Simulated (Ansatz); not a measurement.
# Polar AlN (0001) films against thickness, part 2 of 5

At which thickness, if any, does a AlN (0001) film lose its gap?

Ansatz 0.2.0; plane-wave DFT, PBEsol, Ansatz PAW.

So far, gap on the k-mesh (eV): step 2 (relaxation, 2 atoms, units 1) 2.99.

### Step 3. The relaxed film, single point, 2 atoms, units 1

The film was relaxed beforehand; a single point on the relaxed positions gives its levels and potential.

Input file input.yaml:

```yaml
crystal:
  lattice:
    - [3.1100000024, 0.0, 0.0]
    - [-1.5550000012, 2.6933390079, 0.0]
    - [0.0, 0.0, 18.58764]
  atoms:
    - { symbol: "N", position: [0.6666666667, 0.3333333333, 0.5000056838] }
    - { symbol: Al, position: [0.3333333333, 0.6666666667, 0.4999943162] }
kpoints:
  mp_grid: { grid: [12, 12, 1] }
hamiltonian:
  xc: pbesol
scf:
  occupations: { method: fermi_dirac, width: 0.03 }
  convergence: { dr2_threshold: 1.0e-09 }
efield:
  axis: 3
  dipole_correction: true
  ramp_position: 0.97
  ramp_width: 0.06
output:
  eigenvalues: true
  dos: { projected: true, e_range: [-7, 7] }
  write_potential: true
  write_density: true
  volumetric_format: npy
```

Command:

```console
$ ansatz run input.yaml --threads 4 --pin off --max-ram 6144MiB --backend cpu --events-out ev --progress --plain --runs-dir out
```

Numbers of over 12 decimals in the logs are rounded to 6 here.

Log:

```text
[...]
Crystal: 2 atoms, lattice volume = 155.695 Å³
Basis set: ecut = 420 eV, 3027 PW (Γ)
Bands: 8, of which v1, the nominal top of the filled ones, is band 4 counted from 1 (3 counted from 0)
Symmetry: 6 space group operations
[...]
k-points: 19 of 144 (time reversal used)
[...]
SCF iter   1: F=—  HF=-904.763046 eV  |F-HF|=—  |Δ(HF+E_count)|=         —  Δρ=3.58e-3  dr2=2.27e-2  ethr=1.77e-3  p=-0.000 e·Å  D=-6.76e-5 V/Å  ΔV_dip=0.00 eV  dr2_dipole=6.96e-10  V_vac-E_F(+/−)=3.72/3.72 eV  ⟨swp⟩=7.3  Hψ=1410  notcnv=0
[...]
SCF iter   8: F=-904.761427 eV  HF=-904.761427 eV  |F-HF|=6.32e-10  |Δ(HF+E_count)|=   5.25e-9  Δρ=3.54e-7  dr2=2.65e-10  ethr=1.25e-11  p=-0.000 e·Å  D=-8.68e-5 V/Å  ΔV_dip=0.00 eV  dr2_dipole=5.42e-12  V_vac-E_F(+/−)=3.91/3.91 eV  ⟨swp⟩=3.7  Hψ=711  notcnv=0
SCF 1 converged in 8 iterations: F = -904.761427 eV  dr2 = 2.65e-10
[...]
WARN: The output density's exchange-correlation potential varies sharply where the density is thin. Do not read a vacuum level from v_tot or v_xc, or from such a field of the output density. On a cell that repeats whose density bears no net charge and no dipole along the vacuum's axis use v_es (v_loc + v_h of the components); under efield.dipole_correction with no amplitude use v_es + v_field, which holds any externa [...]
SCF converged after 8 iterations
Free energy (F): -904.761427 eV
[...]
Internal energy: -904.761427 eV  (E = F + TS)
E sigma→0 (E₀):  -904.761427 eV
Fermi energy:    -2.246656 eV
Dipole field:    D = -0.000083 V/Å  (p = -0.000072 e·Å, saw-weighted, corrected)
Work function:   Φ+ = 3.9097 eV   Φ− = 3.9081 eV
[...]
--- Band table (eV; the first three rows and the last of 19) ---
[...]
```

Run time: 0.92 s. Hardware: 4 threads of Arm Neoverse V2, shared host; peak memory 0.38 GiB.

In the SCF lines HF is the Harris–Foulkes energy and dr2 the Hartree energy of the density residual, in eV; the loop may stop once dr2 is under the threshold and the program's other checks hold. Hψ counts applications of the Hamiltonian.

This step gave:

```yaml
dipole_along_the_normal: -7.16e-5 e·Å
```

Running mean over 2.49 Å of the planar mean; the ramp of the sawtooth is left out. The electron's electrostatic potential energy less the Fermi level by z:

z (Å), electron's electrostatic potential energy less the Fermi level (eV) and a bar from the least value:
```
     2.83       3.91 ##############################
     3.12       3.91 ##############################
     3.57       3.91 ##############################
     3.87       3.91 ##############################
     4.16       3.91 ##############################
     4.61       3.91 ##############################
     4.91       3.91 ##############################
     5.20       3.91 ##############################
     5.65       3.90 ##############################
     5.95       3.89 ##############################
     6.39       3.85 ##############################
     6.69       3.76 #############################
     6.99       3.57 #############################
     7.44       2.70 ##########################
     7.73       1.36 #####################
     8.03      -0.50 ###############
     8.48      -3.19 #####
     8.77      -4.24 ##
     9.07      -4.69 
     9.52      -4.69 
     9.81      -4.24 ##
    10.11      -3.19 #####
    10.56      -0.50 ###############
    10.86       1.37 #####################
    11.15       2.70 ##########################
    11.60       3.57 #############################
    11.90       3.76 #############################
    12.19       3.85 ##############################
    12.64       3.89 ##############################
    12.94       3.90 ##############################
    13.38       3.91 ##############################
    13.68       3.91 ##############################
    13.98       3.91 ##############################
    14.42       3.91 ##############################
    14.72       3.91 ##############################
    15.02       3.91 ##############################
    15.46       3.91 ##############################
    15.76       3.91 ##############################
```

The density of states has structure finer than the step of the table below, so its rows give means over 0.25 eV, whole bins alone (the curve runs from -7 to 1.98 eV). Peaks (eV: height): -5.700: 2.25, -3.530: 1.65, -3.180: 3.84, -2.610: 3.05, -1.810: 2.65, -1.600: 1.67.

Table of density of states by energy, zero at the Fermi level of the run, which the smearing sets inside the gap; means over each step:

```csv
energy (eV),density of states (states/eV a cell)
-6.75,0
-6.50,0.00802
-6.25,0.886
-6.00,1.13
-5.75,1.58
-5.50,0.924
-5.25,0.528
-5.00,0.537
-4.75,0.546
-4.50,0.637
-4.25,0.666
-4.00,0.741
-3.75,1.22
-3.50,1.21
-3.25,2.03
-3.00,2.65
-2.75,1.43
-2.50,2.16
-2.25,1.52
-2.00,1.30
-1.75,1.70
-1.50,0.462
-1.25,0
-1.00,0
-0.75,0
-0.50,0
-0.25,0
0.00,0
0.25,0
0.50,0
0.75,0
1.00,0
1.25,0
1.50,0.0499
1.75,0.230
```

Layers: AlN from below. The projected DOS per atom by energy from the Fermi level; read off at these points:

energy from the Fermi level (eV), projected DOS per atom (states/eV) and a bar:
```
    -6.95       0.00 
    -6.73       0.00 
    -6.51       0.00 
    -6.18       0.53 ###########
    -5.96       0.58 ############
    -5.74       0.99 #####################
    -5.52       0.50 ###########
    -5.30       0.26 ######
    -4.97       0.27 ######
    -4.75       0.27 ######
    -4.53       0.32 #######
    -4.31       0.33 #######
    -4.09       0.35 #######
    -3.87       0.40 ########
    -3.54       0.73 ###############
    -3.32       0.69 ###############
    -3.10       1.34 #############################
    -2.99       1.41 ##############################
    -2.88       0.91 ###################
    -2.66       1.29 ###########################
    -2.33       0.89 ###################
    -2.11       0.54 ###########
    -1.89       0.80 #################
    -1.78       1.13 ########################
    -1.67       0.60 #############
    -1.45       0.00 
    -1.12       0.00 
    -0.90       0.00 
    -0.68       0.00 
    -0.46       0.00 
    -0.24       0.00 
    -0.02       0.00 
     0.31       0.00 
     0.53       0.00 
     0.75       0.00 
     0.97       0.00 
     1.19       0.00 
     1.52       0.02 
     1.74       0.09 ##
     1.96       0.09 ##
```

The vacuum levels of the two faces differ by 0.00 eV, and the gap is 2.99 eV. Cations and anions have moved into nearly the same planes, so this film is no longer polar.

### Step 4. Relaxing the film, 4 atoms, units 2

System of this step: AlN (0001), 2 units. The cell holds 4 atoms: 2 N and 2 Al. Cell: a = 3.110 Å, b = 3.110 Å, c = 21.078 Å, α = 90.0°, β = 90.0°, γ = 120.0°. It derives from AlN (wurtzite AlN). Vacuum lies along c.

The next thickness, treated alike, to follow how potential and charge build up across the film.

input.yaml, the sections that differ from step 3:

```yaml
crystal:
  lattice:
    - [3.11, 0.0, 0.0]
    - [-1.555, 2.69333901, 0.0]
    - [0.0, 0.0, 21.07764]
  atoms:
    - { symbol: "N", position: [0.66666667, 0.33333333, 0.4269927753] }
    - { symbol: Al, position: [0.33333333, 0.66666667, 0.4548725569] }
    - { symbol: "N", position: [0.33333333, 0.66666667, 0.5451274431] }
    - { symbol: Al, position: [0.66666667, 0.33333333, 0.5730072247] }
relax:
  f_tol: 0.01
  max_steps: 100
output:
  write_potential: true
  write_density: true
  volumetric_format: npy
# kpoints, hamiltonian, scf, efield: as in step 3
```

Log:

```text
[...]
Crystal: 4 atoms, lattice volume = 176.552 Å³
Basis set: ecut = 420 eV, 3443 PW (Γ), exchange–correlation on 48×48×288 points (8 copies of the dense FFT grid, shifted against one another)
Bands: 12, of which v1, the nominal top of the filled ones, is band 8 counted from 1 (7 counted from 0)
Symmetry: 6 space group operations
[...]
k-points: 19 of 144 (time reversal used)
[...]
SCF iter   1: F=—  HF=-1808.324612 eV  |F-HF|=—  |Δ(HF+E_count)|=         —  Δρ=5.15e-3  dr2=8.63e-2  ethr=1.77e-3  p=0.200 e·Å  D=2.05e-1 V/Å  ΔV_dip=-4.32 eV  dr2_dipole=7.49e-3  V_vac-E_F(+/−)=3.57/7.89 eV  ⟨swp⟩=9.3  Hψ=2057  notcnv=0
[...]
SCF iter  11: F=-1808.305088 eV  HF=-1808.305088 eV  |F-HF|=4.20e-9  |Δ(HF+E_count)|=   1.65e-8  Δρ=2.77e-7  dr2=1.19e-10  ethr=6.25e-12  p=0.199 e·Å  D=2.04e-1 V/Å  ΔV_dip=-4.30 eV  dr2_dipole=2.35e-11  V_vac-E_F(+/−)=3.42/7.72 eV  ⟨swp⟩=8.8  Hψ=1418  notcnv=0
SCF 1 converged in 11 iterations: F = -1808.305088 eV  dr2 = 1.19e-10
[...]
relax step   1: F+E_penalty+E_count = -1808.30508817 eV  Δ(F+E_penalty+E_count) = +0.000e0 eV  max|allowed force component| = 3.732e0 eV/Å  Δτ_max = 0.0000 Å  (11 SCF iters, accepted)
[...]
SCF iter   1: F=—  HF=-1809.098022 eV  |F-HF|=—  |Δ(HF+E_count)|=         —  Δρ=1.16e-2  dr2=6.54e-1  ethr=3.10e-3  p=0.199 e·Å  D=2.04e-1 V/Å  ΔV_dip=-4.30 eV  dr2_dipole=7.73e-2  V_vac-E_F(+/−)=3.59/7.89 eV  ⟨swp⟩=5.9  Hψ=1293  notcnv=0
[...]
SCF iter  14: F=-1808.985102 eV  HF=-1808.985102 eV  |F-HF|=3.24e-9  |Δ(HF+E_count)|=   1.61e-8  Δρ=4.91e-7  dr2=9.69e-10  ethr=6.25e-12  p=0.198 e·Å  D=2.03e-1 V/Å  ΔV_dip=-4.29 eV  dr2_dipole=9.69e-11  V_vac-E_F(+/−)=2.91/7.19 eV  ⟨swp⟩=7.7  Hψ=1623  notcnv=0
SCF 2 converged in 14 iterations: F = -1808.985102 eV  dr2 = 9.69e-10
[...]
relax step   2: F+E_penalty+E_count = -1808.98510213 eV  Δ(F+E_penalty+E_count) = -6.800e-1 eV  max|allowed force component| = 3.176e0 eV/Å  Δτ_max = 0.1303 Å  (14 SCF iters, accepted)
SCF iter   1: F=—  HF=-1810.508396 eV  |F-HF|=—  |Δ(HF+E_count)|=         —  Δρ=1.45e-2  dr2=1.02e0  ethr=3.10e-3  p=0.198 e·Å  D=2.03e-1 V/Å  ΔV_dip=-4.29 eV  dr2_dipole=1.79e-1  V_vac-E_F(+/−)=2.91/7.20 eV  ⟨swp⟩=7.5  Hψ=1598  notcnv=0
[...]
SCF iter  12: F=-1810.219657 eV  HF=-1810.219657 eV  |F-HF|=3.44e-10  |Δ(HF+E_count)|=  4.26e-10  Δρ=2.01e-7  dr2=3.19e-10  ethr=6.25e-12  p=0.103 e·Å  D=1.05e-1 V/Å  ΔV_dip=-2.22 eV  dr2_dipole=8.50e-11  V_vac-E_F(+/−)=2.86/5.08 eV  ⟨swp⟩=6.8  Hψ=1413  notcnv=0
SCF 3 converged in 12 iterations: F = -1810.219657 eV  dr2 = 3.19e-10
[...]
relax step   3: F+E_penalty+E_count = -1810.21965694 eV  Δ(F+E_penalty+E_count) = -1.235e0 eV  max|allowed force component| = 1.660e0 eV/Å  Δτ_max = 0.1933 Å  (12 SCF iters, accepted)
[...]
relax step   4: F+E_penalty+E_count = -1810.40183259 eV  Δ(F+E_penalty+E_count) = -1.822e-1 eV  max|allowed force component| = 9.100e-1 eV/Å  Δτ_max = 0.1980 Å  (10 SCF iters, accepted)
[...]
relax step   5: F+E_penalty+E_count = -1810.46840727 eV  Δ(F+E_penalty+E_count) = -6.657e-2 eV  max|allowed force component| = 1.596e-1 eV/Å  Δτ_max = 0.0693 Å  (10 SCF iters, accepted)
[...]
relax step   6: F+E_penalty+E_count = -1810.47145643 eV  Δ(F+E_penalty+E_count) = -3.049e-3 eV  max|allowed force component| = 1.796e-2 eV/Å  Δτ_max = 0.0203 Å  (8 SCF iters, accepted)
SCF iter   1: F=—  HF=-1810.471684 eV  |F-HF|=—  |Δ(HF+E_count)|=         —  Δρ=1.33e-4  dr2=8.02e-5  ethr=4.37e-6  p=0.000 e·Å  D=3.35e-6 V/Å  ΔV_dip=-0.00 eV  dr2_dipole=5.38e-12  V_vac-E_F(+/−)=3.75/3.75 eV  ⟨swp⟩=2.7  Hψ=674  notcnv=0
[...]
SCF iter   6: F=-1810.471483 eV  HF=-1810.471483 eV  |F-HF|=7.91e-10  |Δ(HF+E_count)|=  4.55e-10  Δρ=3.70e-7  dr2=8.15e-10  ethr=6.25e-12  p=0.000 e·Å  D=6.89e-6 V/Å  ΔV_dip=-0.00 eV  dr2_dipole=8.83e-11  V_vac-E_F(+/−)=3.75/3.75 eV  ⟨swp⟩=8.8  Hψ=1413  notcnv=0
SCF 7 converged in 6 iterations: F = -1810.471483 eV  dr2 = 8.15e-10
relax step   7: F+E_penalty+E_count = -1810.47148332 eV  Δ(F+E_penalty+E_count) = -2.690e-5 eV  max|allowed force component| = 9.790e-4 eV/Å  Δτ_max = 0.0016 Å  (6 SCF iters, accepted)
NSCF: frozen V_eff on 19 k-points
[...]
SCF converged after 6 iterations
Free energy (F): -1810.471483 eV
[...]
Internal energy: -1810.471483 eV  (E = F + TS)
E sigma→0 (E₀):  -1810.471483 eV
Fermi energy:    -0.762616 eV
Dipole field:    D = -0.000007 V/Å  (p = -0.000006 e·Å, saw-weighted, corrected)
Work function:   Φ+ = 3.7528 eV   Φ− = 3.7526 eV
[...]
--- Forces (eV/Å), atoms counted from 1 ---
  atom   1  N      0.00000000    -0.00000000     0.00062953
  atom   2  Al    -0.00000000    -0.00000000    -0.00097322
  atom   3  N      0.00000000     0.00000000    -0.00047429
  atom   4  Al     0.00000000     0.00000000     0.00084108
  max |Σ_I F_I| component: 2.31e-5 eV/Å
--- Band table (eV; the first three rows and the last of 19) ---
  k-point 0: bands = [... 4 lower, -4.0489, -3.6511, -3.4463, -3.4463, 1.1350, 2.3813, 2.9644, 3.7273]
  k-point 1: bands = [... 4 lower, -4.1446, -3.8042, -3.4626, -3.3193, 1.4062, 2.4603, 3.1256, 3.8697]
  k-point 2: bands = [... 4 lower, -4.5858, -4.3750, -3.5278, -3.0203, 2.0148, 2.6622, 3.5865, 4.1701]
  k-point 18: bands = [... 4 lower, -7.0776, -5.8162, -3.4561, -3.4561, 4.0357, 4.7102, 4.7104, 6.2981]
--- Relaxed structure (7 steps of the walk, 7 accepted, 0 SCFs on fresh bases) ---
  F+E_penalty+E_count = -1810.47148332 eV   max|allowed force component| = 9.790e-4 eV/Å
  atoms:
    - { symbol: N, position: [0.666667, 0.333333, 0.445904] }
    - { symbol: Al, position: [0.333333, 0.666667, 0.451465] }
    - { symbol: N, position: [0.333333, 0.666667, 0.554096] }
    - { symbol: Al, position: [0.666667, 0.333333, 0.548535] }
```

Wall time 6.5 s (4 threads); peak memory 0.4 GiB.

The steps of the relaxation:

```csv
step,energy less that of the first step (eV),largest force component (eV/Å)
1,0.0000,3.7324
2,-0.6800,3.1756
3,-1.9146,1.6603
4,-2.0967,0.9100
5,-2.1633,0.1596
6,-2.1664,0.0180
7,-2.1664,0.0010
```

Forces are held to the 6 operations that the run works with; a distortion that breaks them can't arise in this run.

The atoms that moved most (Å):

```csv
atom,dx,dy,dz,length
Al4,0.000,0.000,-0.516,0.516
N1,0.000,0.000,0.399,0.399
N3,0.000,0.000,0.189,0.189
Al2,0.000,0.000,-0.072,0.072
```

Final coordinates:

```xyz
4
Lattice="3.1100 0.0000 0.0000 -1.5550 2.6933 0.0000 0.0000 0.0000 21.0776" Properties=species:S:1:pos:R:3
N     1.5550    0.8978    9.3986
Al    0.0000    1.7956    9.5158
N     0.0000    1.7956   11.6790
Al    1.5550    0.8978   11.5618
```

This step gave:

```yaml
gap_on_the_k_mesh: 3.880 eV
dipole_along_the_normal: -6.40e-6 e·Å
ionisation_energy_upper_face: 5.735 eV
electron_affinity_upper_face: 1.855 eV
```

The relaxation took 7 steps and lowered the energy by 2.2 eV; the largest force on the free atoms ends at 9.8e-4 eV/Å.

The gap is 3.88 eV, with the valence edge 5.74 eV and the conduction edge 1.86 eV under the upper vacuum level.

(Part 2 of 5 ends here.)

[Logs are printed without paths, hosts, clocks, repeated set-up lines and the standing remarks that a program may print on its own settings, such as how far it seeks lower states.]

[Hosts, paths, dates, database ids (printed as entryN), source tags and the programs' standing remarks are cut or masked in the printed files.]

[Maps of the electrostatic potential energy from Ansatz leave out the sawtooth potential of an applied field or a dipole correction, so their vacuum need not be flat; planar profiles and work functions include it.]

[The density of states shown here was stored with 400 of the rows of the run's finer table, so its peaks can read low, often by over a quarter, or be missed, and its means over a window can be off by a tenth or more.]
